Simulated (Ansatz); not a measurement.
# 1T-PtSTe monolayer in a perpendicular field

Wanted: the out-of-plane response of the 1T-PtSTe monolayer. A positive field points along +c.

Calculated with Ansatz 0.2.0; plane-wave DFT, PBEsol-D3(BJ), Ansatz PAW, in the first sound run; inputs show where later runs differ.

## 1. The starting structure

The cell holds 3 atoms: 1 Te, 1 Pt and 1 S. Cell: a = 3.795 Å, b = 3.795 Å, c = 35.638 Å, α = 90.0°, β = 90.0°, γ = 120.0°. Vacuum lies along c.

## 2. Relaxation

The starting cell is a guess, so the in-plane lattice and the atoms are relaxed first, with the slab cut off from its images along the normal.

The input, input.yaml:

```yaml
crystal:
  lattice:
    - [3.795, 0.0, 0.0]
    - [-1.8975, 3.2865664074, 0.0]
    - [0.0, 0.0, 35.638276561]
  atoms:
    - { symbol: Te, position: [0.6666666667, 0.3333333333, 0.4671943092] }
    - { symbol: Pt, position: [0.0, 0.0, 0.5077083158] }
    - { symbol: S, position: [0.3333333333, 0.6666666667, 0.5328056908] }
  periodic: [true, true, false]
kpoints:
  mp_grid: { grid: [12, 12, 1] }
hamiltonian:
  xc: pbesol
  dispersion: d3bj
scf:
  occupations: { method: fermi_dirac, width: 0.05 }
  convergence: { dr2_threshold: 1.0e-09 }
relax:
  f_tol: 0.004
  max_steps: 90
  cell: {}
output:
  write_potential: true
  write_density: true
  volumetric_format: npy
```

Command:

```console
> ansatz run input.yaml --threads 2 --pin off --max-ram 3072MiB --backend cpu --events-out ev --progress --plain --runs-dir out
```

Numbers of over 12 decimals in the logs are rounded to 6 here.

Log:

```text
Warning: relax.cell: scf.convergence.dr2_threshold = 1e-9 eV is looser than the 1.97066250367e-10 eV advised for a relaxation that steers and ends on the stress (1e-10 eV for each atom of the cell: 3, times the square of relax.cell.stress_2d_tol = 0.05 N/m over 12.3 Å (the atoms' height at the walk's start and 5 Å past either face), 4.052e-2 GPa, over a crystal's default 0.05). What an SCF threshold leaves in a stress goes as its square root, and in the free energy as the threshold itself, and one threshold admits the most on a small cell: [figures from the program's tests cut] Set scf.convergence.dr2_threshold to 1.97066250367e-10 eV or tighter. [rest of the remark cut]
Engine: ansatz 0.2.0, x86_64-unknown-linux-gnu
Pseudopotentials: kind: paw
Pseudopotential: Te, paw, valence charge 16, recommended cutoff 420 eV (normal), Te.paw.azcp
Pseudopotential: Pt, paw, valence charge 18, recommended cutoff 420 eV (normal), Pt.paw.azcp
Pseudopotential: S, paw, valence charge 6, recommended cutoff 420 eV (normal), S.paw.azcp
Functional definition: PBEsol
  exchange = pbesol_x
  correlation = pbesol_c
Crystal: 3 atoms, lattice volume = 444.499 Å³
Basis set: ecut = 420 eV, 8687 PW (Γ), exchange–correlation on 54×54×480 points (8 copies of the dense FFT grid, shifted against one another)
Bands: 24, of which v1, the nominal top of the filled ones, is band 20 counted from 1 (19 counted from 0)
Symmetry: 6 space group operations
Space group: P3m1 (ITA 156), of the structure as read, at distance tolerance 7.6e-5 Å
k-points: 19 of 144 (time reversal used)
Non-local potential: Te, projectors of the file, l = 0: 2, l = 1: 2, l = 2: 2, l = 3: 2
Non-local potential: Pt, projectors of the file, l = 0: 3, l = 1: 2, l = 2: 2, l = 3: 1
Non-local potential: S, projectors of the file, l = 0: 2, l = 1: 2, l = 2: 2
PAW form: soft (Blöchl's): semilocal exchange-correlation on the pseudo side does not see the compensation charge
PAW frozen core: Te, regenerated for the run's functional, and the local potential with it (the file was generated under x = pbe(κ = 0.804, μ = 0.219515), c = pbe(β = 0.066725))
PAW frozen core: Pt, regenerated for the run's functional, and the local potential with it (the file was generated under x = pbe(κ = 0.804, μ = 0.219515), c = pbe(β = 0.066725))
PAW frozen core: S, regenerated for the run's functional, and the local potential with it (the file was generated under x = pbe(κ = 0.804, μ = 0.219515), c = pbe(β = 0.066725))
PAW one-centre angular grid: Te, 590 points (default); XC on 64 Gauss nodes
PAW one-centre angular grid: Pt, 590 points (default); XC on 64 Gauss nodes
PAW one-centre angular grid: S, 110 points (default); XC on 64 Gauss nodes
Initial density: superposition of atomic densities (neutral atoms: chi_scale 0, normalization atom), corrected by the library's trained network
Initial wavefunctions: pseudopotential atomic-orbital guess
Functional: x = pbesol(κ = 0.804, μ = 0.123457), c = pbesol(β = 0.046)
SCF iter   1: F=—  HF=-20171.457991 eV  |F-HF|=—  |Δ(HF+E_count)|=         —  Δρ=1.99e-3  dr2=2.71e-2  ethr=1.77e-3  ⟨swp⟩=17.2  Hψ=4089  notcnv=0
preconditioner: auto → LDOS  [insulator: Δε(μ)=0.251 eV  Ē_g=8.681 eV  σ=0.050 eV  W_gap=0.77  n_scr=20 (ndim 8)  ℏωp=8.3 eV  f_vac=0.819  D(μ)=0.25/eV (n_scr^D=2)  ε∞_Penn≈1.9  β→1.0]
SCF iter   2: F=—  HF=-20171.464123 eV  |F-HF|=—  |Δ(HF+E_count)|=   6.13e-3  Δρ=1.85e-3  dr2=4.24e-2  ethr=6.78e-5  ⟨swp⟩=5.0  Hψ=1470  notcnv=0
SCF iter   3: F=—  HF=-20171.453112 eV  |F-HF|=—  |Δ(HF+E_count)|=   1.10e-2  Δρ=7.07e-4  dr2=5.08e-3  ethr=6.78e-5  ⟨swp⟩=3.6  Hψ=989  notcnv=0
SCF iter   4: F=—  HF=-20171.451951 eV  |F-HF|=—  |Δ(HF+E_count)|=   1.16e-3  Δρ=1.88e-4  dr2=2.12e-4  ethr=1.27e-5  ⟨swp⟩=3.5  Hψ=1006  notcnv=0
SCF iter   5: F=—  HF=-20171.451893 eV  |F-HF|=—  |Δ(HF+E_count)|=   5.83e-5  Δρ=3.88e-5  dr2=5.76e-6  ethr=5.29e-7  ⟨swp⟩=3.4  Hψ=998  notcnv=0
SCF iter   6: F=—  HF=-20171.451908 eV  |F-HF|=—  |Δ(HF+E_count)|=   1.56e-5  Δρ=1.14e-5  dr2=3.69e-6  ethr=1.44e-8  ⟨swp⟩=3.7  Hψ=1023  notcnv=0
SCF iter   7: F=—  HF=-20171.451970 eV  |F-HF|=—  |Δ(HF+E_count)|=   6.18e-5  Δρ=4.61e-6  dr2=4.82e-7  ethr=9.23e-9  ⟨swp⟩=2.5  Hψ=597  notcnv=0
SCF iter   8: F=—  HF=-20171.451970 eV  |F-HF|=—  |Δ(HF+E_count)|=   6.01e-8  Δρ=2.17e-6  dr2=8.16e-8  ethr=1.21e-9  ⟨swp⟩=2.4  Hψ=697  notcnv=0
SCF iter   9: F=—  HF=-20171.451970 eV  |F-HF|=—  |Δ(HF+E_count)|=   2.76e-8  Δρ=5.93e-7  dr2=1.99e-9  ethr=2.04e-10  ⟨swp⟩=3.6  Hψ=919  notcnv=0
SCF iter  10: F=-20171.451970 eV  HF=-20171.451970 eV  |F-HF|=7.97e-10  |Δ(HF+E_count)|=   2.92e-9  Δρ=2.05e-7  dr2=1.81e-10  ethr=2.50e-12  ⟨swp⟩=12.5  Hψ=3718  notcnv=0
SCF 1 converged in 10 iterations: F = -20171.451970 eV  dr2 = 1.81e-10
  greatest PAW one-centre occupation: 1.000 electrons in one spin orbital (limit 2), on the Pt atom at site 1 (counted from 0), in its partial waves of l = 0
relax step   1: F+E_penalty+E_count = -20171.45197007 eV  Δ(F+E_penalty+E_count) = +0.000e0 eV  max|allowed force component| = 2.230e0 eV/Å  Δτ_max = 0.0000 Å  P = +1.823 N/m  Ω = 444.499 Å³  fix = [c, alpha, beta]  reactions: c +0.000 N/m  (10 SCF iters, accepted)
Crystal: 3 atoms, lattice volume = 437.385 Å³
Basis set: ecut = 420 eV, 8591 PW (Γ), exchange–correlation on 54×54×480 points (8 copies of the dense FFT grid, shifted against one another)
Initial density: handed on by an earlier stage of this run
Initial wavefunctions: those handed on with the density
iter 1 solved again at ethr=2.24e-4 eV; its pass at ethr=3.10e-3 eV (dr2=8.95e-2 eV) is discarded
SCF iter   1: F=—  HF=-20171.777826 eV  |F-HF|=—  |Δ(HF+E_count)|=         —  Δρ=7.98e-3  dr2=9.07e-2  ethr=2.24e-4  ⟨swp⟩=2.6  Hψ=3731  notcnv=0
preconditioner: auto → Resta (q_TF=auto, 1.831 Å⁻¹)  ε∞=2.0  [insulator: Δε(μ)=0.890 eV  Ē_g=8.360 eV  σ=0.050 eV  W_gap=1.00  n_scr=20 (ndim 8)  ℏωp=8.3 eV  f_vac=0.812  D(μ)=0.00/eV (n_scr^D=0)  ε∞_Penn≈2.0  vacuum switching on, ρ_ref=5.1e-3 e/Å³]
SCF iter   2: F=—  HF=-20171.763487 eV  |F-HF|=—  |Δ(HF+E_count)|=   1.43e-2  Δρ=3.90e-3  dr2=8.87e-2  ethr=2.24e-4  ⟨swp⟩=3.4  Hψ=737  notcnv=0
SCF iter   3: F=—  HF=-20171.777795 eV  |F-HF|=—  |Δ(HF+E_count)|=   1.43e-2  Δρ=3.17e-3  dr2=2.79e-1  ethr=2.22e-4  ⟨swp⟩=4.4  Hψ=914  notcnv=0  recentre
SCF iter   4: F=—  HF=-20171.755595 eV  |F-HF|=—  |Δ(HF+E_count)|=   2.22e-2  Δρ=9.31e-4  dr2=2.68e-3  ethr=2.22e-4  ⟨swp⟩=3.7  Hψ=792  notcnv=0
SCF iter   5: F=—  HF=-20171.756242 eV  |F-HF|=—  |Δ(HF+E_count)|=   6.47e-4  Δρ=4.67e-4  dr2=7.27e-4  ethr=6.71e-6  ⟨swp⟩=2.6  Hψ=876  notcnv=0
[...]
SCF iter   9: F=—  HF=-20171.762584 eV  |F-HF|=—  |Δ(HF+E_count)|=   2.42e-9  Δρ=1.59e-6  dr2=1.20e-8  ethr=1.17e-10  ⟨swp⟩=3.1  Hψ=922  notcnv=0
SCF iter  10: F=—  HF=-20171.762584 eV  |F-HF|=—  |Δ(HF+E_count)|=   2.52e-9  Δρ=5.76e-7  dr2=3.24e-9  ethr=3.00e-11  ⟨swp⟩=3.1  Hψ=989  notcnv=0
SCF iter  11: F=-20171.762584 eV  HF=-20171.762584 eV  |F-HF|=9.02e-10  |Δ(HF+E_count)|=  3.38e-10  Δρ=1.06e-7  dr2=2.93e-10  ethr=2.50e-12  ⟨swp⟩=11.6  Hψ=3440  notcnv=0
SCF 3 converged in 11 iterations: F = -20171.762584 eV  dr2 = 2.93e-10
relax step   3: F+E_penalty+E_count = -20171.76258409 eV  Δ(F+E_penalty+E_count) = -6.422e-3 eV  max|allowed force component| = 3.593e-1 eV/Å  Δτ_max = 0.0154 Å  P = +0.267 N/m  Ω = 430.626 Å³  energy of the carried Pulay correction = +4.919e-4 eV  fix = [c, alpha, beta]  reactions: c +0.000 N/m  (11 SCF iters, accepted)
[...]
relax step   4: F+E_penalty+E_count = -20171.76923182 eV  Δ(F+E_penalty+E_count) = -6.648e-3 eV  max|allowed force component| = 3.614e-2 eV/Å  Δτ_max = 0.0230 Å  P = -0.078 N/m  Ω = 428.586 Å³  energy of the carried Pulay correction = +5.656e-4 eV  fix = [c, alpha, beta]  reactions: c -0.000 N/m  (9 SCF iters, accepted)
[...]
relax step   5: F+E_penalty+E_count = -20171.76954760 eV  Δ(F+E_penalty+E_count) = -3.158e-4 eV  max|allowed force component| = 2.243e-3 eV/Å  Δτ_max = 0.0064 Å  P = -0.009 N/m  Ω = 427.137 Å³  energy of the carried Pulay correction = +6.181e-4 eV  fix = [c, alpha, beta]  reactions: c -0.000 N/m  (8 SCF iters, accepted)
Basis set: ecut = 420 eV, 8375 PW (Γ), exchange–correlation on 50×50×480 points (8 copies of the dense FFT grid, shifted against one another)
Initial wavefunctions: pseudopotential atomic-orbital guess (no wavefunctions were taken with the density)
iter 1 solved again at ethr=4.91e-7 eV; its pass at ethr=3.10e-3 eV (dr2=1.96e-4 eV) is discarded
SCF iter   1: F=—  HF=-20171.768912 eV  |F-HF|=—  |Δ(HF+E_count)|=         —  Δρ=2.46e-5  dr2=3.88e-7  ethr=4.91e-7  ⟨swp⟩=5.4  Hψ=5684  notcnv=0
preconditioner: auto → Resta (q_TF=auto, 1.839 Å⁻¹)  ε∞=2.0  [insulator: Δε(μ)=0.832 eV  Ē_g=8.476 eV  σ=0.050 eV  W_gap=1.00  n_scr=20 (ndim 8)  ℏωp=8.4 eV  f_vac=0.812  D(μ)=0.00/eV (n_scr^D=0)  ε∞_Penn≈2.0  vacuum switching on, ρ_ref=5.2e-3 e/Å³]
SCF iter   2: F=—  HF=-20171.768983 eV  |F-HF|=—  |Δ(HF+E_count)|=   7.08e-5  Δρ=1.26e-5  dr2=1.01e-7  ethr=9.71e-10  ⟨swp⟩=3.9  Hψ=1342  notcnv=0
SCF iter   3: F=—  HF=-20171.768983 eV  |F-HF|=—  |Δ(HF+E_count)|=   6.37e-8  Δρ=2.52e-6  dr2=1.91e-7  ethr=2.53e-10  ⟨swp⟩=2.8  Hψ=914  notcnv=0
SCF iter   4: F=—  HF=-20171.768983 eV  |F-HF|=—  |Δ(HF+E_count)|=   9.60e-9  Δρ=1.46e-6  dr2=8.26e-8  ethr=2.53e-10  ⟨swp⟩=2.7  Hψ=686  notcnv=0
SCF iter   5: F=—  HF=-20171.768983 eV  |F-HF|=—  |Δ(HF+E_count)|=   5.54e-9  Δρ=6.85e-7  dr2=1.09e-8  ethr=2.06e-10  ⟨swp⟩=1.4  Hψ=508  notcnv=0
iter 6 met the thresholds in force, and the SCF goes on: an eigenvalue changes by 2.25 meV, over its tolerance of 1.18 meV (output.eigenvalues, Limitations)
SCF iter   6: F=-20171.768983 eV  HF=-20171.768983 eV  |F-HF|=2.98e-10  |Δ(HF+E_count)|=  2.11e-10  Δρ=2.89e-7  dr2=7.83e-10  ethr=2.50e-12  ⟨swp⟩=14.2  Hψ=4207  notcnv=0
iter 7 met the thresholds in force, and the SCF goes on: an eigenvalue changes by 1.80 meV, over its tolerance of 1.07 meV (output.eigenvalues, Limitations)
SCF iter   7: F=-20171.768983 eV  HF=-20171.768983 eV  |F-HF|=5.57e-10  |Δ(HF+E_count)|=  1.49e-10  Δρ=1.16e-7  dr2=1.87e-10  ethr=1.96e-12  ⟨swp⟩=8.2  Hψ=2965  notcnv=0
Mixer restart at iter 7: flushing history
SCF iter   8: F=-20171.768983 eV  HF=-20171.768983 eV  |F-HF|=1.69e-8  |Δ(HF+E_count)|=   2.06e-9  Δρ=5.31e-7  dr2=1.73e-8  ethr=1.00e-12  ⟨swp⟩=3.1  Hψ=893  notcnv=0  κ⁻¹=1.0e0(r=1)
SCF iter   9: F=-20171.768983 eV  HF=-20171.768983 eV  |F-HF|=1.31e-10  |Δ(HF+E_count)|=   1.38e-9  Δρ=9.85e-8  dr2=1.54e-10  ethr=1.00e-12  ⟨swp⟩=9.3  Hψ=3538  notcnv=0
SCF 6 converged in 9 iterations: F = -20171.768983 eV  dr2 = 1.54e-10
relax step   6: F+E_penalty+E_count = -20171.76898300 eV  Δ(F+E_penalty+E_count) = +5.646e-4 eV  max|allowed force component| = 2.166e-3 eV/Å  Δτ_max = 0.0000 Å  P = -0.010 N/m  Ω = 427.137 Å³  fix = [c, alpha, beta]  reactions: c -0.000 N/m  stress off target by 1.00e-2 N/m on what of the cell is left free  SCF on the basis re-selected at this cell (its energy is not comparable with the rows above)  (9 SCF iters)
basis re-selected at this cell: Δ(F+E_penalty+E_count) = +5.646e-4 eV, ΔP = -0.001 N/m vs the last step (what re-selecting the basis moved, of the pressure what is left beyond the Pulay correction that the steps carried, after the strain that the cell walked since its last selection, with what the two solves' SCF thresholds leave and, on support functions, any second-order correction that the steps lacked; it is no measure of the basis error at this ecutwfc). The dense FFT grid was sized anew with the basis: this SCF ran on 25×25×240 points, the steps before it on 27×27×240, so part of this shift can come from that change (see relax.cell in the input reference). [rest of the remark cut]
SCF converged after 9 iterations
an eigenvalue changed by more than its tolerance at an iteration that met the thresholds in force, so the SCF went on 2 times, its first undamped step at iteration 7: the last check found none over its tolerance
Free energy (F): -20171.768983 eV
Harris-Foulkes:  -20171.768983 eV  (|F-HF|=1.31e-10)
Internal energy: -20171.768948 eV  (E = F + TS)
E sigma→0 (E₀):  -20171.768965 eV
Entropy (-TS):   -0.000035 eV (-0.012 meV/atom)
Fermi energy:    -5.046144 eV
--- Per-component energies (eV) ---
  E_band       = -1209.715584
  E_kinetic    = 926.231427
  E_local      = -96123.746839  (includes V_loc(G=0)·N_el)
  E_nonlocal   = -77.098063
  E_hartree    = 47617.987766
  E_xc         = -480.037149
  E_vxc        = -494.188913  (∫ρ·V_xc dr)
  E_paw        = -14485.429856  (= ΣΔE_a)
  E_vpaw       = -676.889903  (= ΣTr[D̂ρ^β])
  E_aug_tail   = -0.000003  (compensation charges beyond the density's cutoff)
  E_ewald      = 42450.351035
  E_disp       = -0.751011  (pairwise vdW)
  E_core_change = 0.723746  (= ΣΔE_core)
  E_smearing   = -0.000035  (= −TS)
  E_closure    = -0.000000  (closes the sum)
  Σ components = -20171.768983   (vs F -20171.768983, Δ=0.00e0)
--- Forces (eV/Å), atoms counted from 1 ---
  atom   1  Te     0.00000000    -0.00000000    -0.00073506
  atom   2  Pt     0.00000000     0.00000000     0.00216426
  atom   3  S     -0.00000000     0.00000000    -0.00143349
  max |Σ_I F_I| component: 4.28e-6 eV/Å
--- 2D stress c σ (N/m, compression-positive) ---
       -0.010033      -0.000000      -0.000000
       -0.000000      -0.010033      -0.000000
       -0.000000      -0.000000      -0.000000
  P = ½ c Tr σ = -0.0100 N/m
--- Band table (eV; the first three rows and the last of 19) ---
  k-point 0: bands = [... 16 lower, -7.3763, -6.0305, -5.5145, -5.5145, -2.4727, -2.4727, -1.5683, -0.6350]
  k-point 1: bands = [... 16 lower, -7.4454, -6.1286, -5.5411, -5.5317, -3.0560, -2.6225, -1.3718, -0.4565]
  k-point 2: bands = [... 16 lower, -7.7343, -6.2729, -5.6562, -5.5350, -4.0002, -2.8895, -0.9529, -0.0958]
  k-point 18: bands = [... 16 lower, -8.7520, -7.7598, -6.9980, -6.5543, -4.6821, -3.3316, -0.3760, 1.4728]
  the weakly bound empty levels are not read free of the cell's end (no_gap_told)
--- Relaxed structure (5 steps of the walk, 5 accepted, 1 SCFs on fresh bases) ---
  F+E_penalty+E_count = -20171.76898300 eV   max|allowed force component| = 2.166e-3 eV/Å   (the final SCF, on the basis selected at the relaxed cell)
  cell:  # Å, volume = 427.1374 Å³
    - [3.720147, -5.540210345116096e-18, 0]
    - [-1.860074, 3.221742, 0]
    - [0, 0, 35.638276561]
  atoms:
    - { symbol: Te, position: [0.666667, 0.333333, 0.464242] }
    - { symbol: Pt, position: [0, 0, 0.505081] }
    - { symbol: S, position: [0.333333, 0.666667, 0.538385] }
```

Run time: 92 s. Hardware: 2 threads of Intel Xeon Platinum 8259CL at 2.50GHz (Skylake/Cascade Lake), shared host; peak memory 0.92 GiB.

Step by step:

```csv
step,energy less that of the first step (eV),largest force component (eV/Å),volume (Å³)
1,0.0000,2.2305,444.50
2,-0.3042,0.2552,437.39
3,-0.3106,0.3593,430.63
4,-0.3173,0.0361,428.59
5,-0.3176,0.0022,427.14
6*,-0.3170,0.0022,427.14
```

Relaxation steps marked * repeat the geometry before them on a plane-wave basis chosen anew for their cell, so energy and pressure can jump there.

Forces are held to the 6 operations that the run works with; a distortion that breaks them can't arise in this run.

```
cell as run  before  after  change
      a (Å)   3.795  3.720  -2.0 %
      b (Å)   3.795  3.720  -2.0 %
```

The atoms that moved most (Å, along periodic axes as changes of fractional coordinates times the final cell, across vacuum about the mean position):

| atom | dx | dy | dz | length |
| --- | --- | --- | --- | --- |
| S3 | 0.000 | 0.000 | 0.199 | 0.199 |
| Te1 | 0.000 | 0.000 | -0.105 | 0.105 |
| Pt2 | 0.000 | 0.000 | -0.094 | 0.094 |

The relaxed structure:

```cif
data_structure
_symmetry_space_group_name_H-M 'P 1'
_symmetry_Int_Tables_number 1
_cell_length_a 3.7201
_cell_length_b 3.7201
_cell_length_c 35.6383
_cell_angle_alpha 90.000
_cell_angle_beta 90.000
_cell_angle_gamma 120.000
_cell_volume 427.14
loop_
_atom_site_label
_atom_site_type_symbol
_atom_site_fract_x
_atom_site_fract_y
_atom_site_fract_z
_atom_site_occupancy
Te1 Te 0.66667 0.33333 0.46424 1
Pt2 Pt 0.00000 0.00000 0.50508 1
S3 S 0.33333 0.66667 0.53839 1
```

The lattice constant a goes from 3.795 to 3.720 Å.

(Part 1 of 3 ends here.)

[Logs are printed without paths, hosts, clocks, repeated set-up lines and the standing remarks that a program may print on its own settings, such as how far it seeks lower states.]

[Hosts, paths, dates, database ids (printed as entryN), source tags and the programs' standing remarks are cut or masked in the printed files.]

[Maps of the electrostatic potential energy from Ansatz leave out the sawtooth potential of an applied field or a dipole correction, so their vacuum need not be flat; planar profiles and work functions include it.]
